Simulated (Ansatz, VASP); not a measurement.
**Si in VASP and in Ansatz**

```
Si
1.0
    -0.01469    2.70435    2.72494
     2.70435   -0.01469    2.72494
     2.68966    2.68966    0.00000
Si
2
Direct
  0.99926 0.99926 0.00074
  0.25074 0.25074 0.24926
```

Change from the starting cell: strained cell.

Alike in both runs: functional PBEsol; k mesh 10 × 10 × 10; occupations gaussian, width 0.02 eV; no spin polarisation.

Ansatz relaxed the structure, and its values are those at the end. VASP's run is a single point on that final structure, the one shown.

|  | VASP | Ansatz |
| --- | --- | --- |
| version | VASP 6.6.1 | Ansatz 0.2.0 |
| potentials or method | VASP PAW PBE potentials, release 64 (Si) | scalar-relativistic, plane waves, PAW |
| plane-wave cutoff (eV) | 520 | 420 |
| valence electrons in the cell | 8 | 8 |

```tsv
	VASP	Ansatz	Ansatz less VASP
gap on the k mesh at the Fermi level (eV)	0.36	0.37	+0.005
least direct gap on the mesh (eV)	2.38	2.38	+0.003
pressure (GPa)	0.7	0.6	-0.11
```

Ansatz warned: «stress_scf_threshold_loose».

Caveats: the PAW data sets were made with another functional, which shifts forces and pressure a little (VASP).
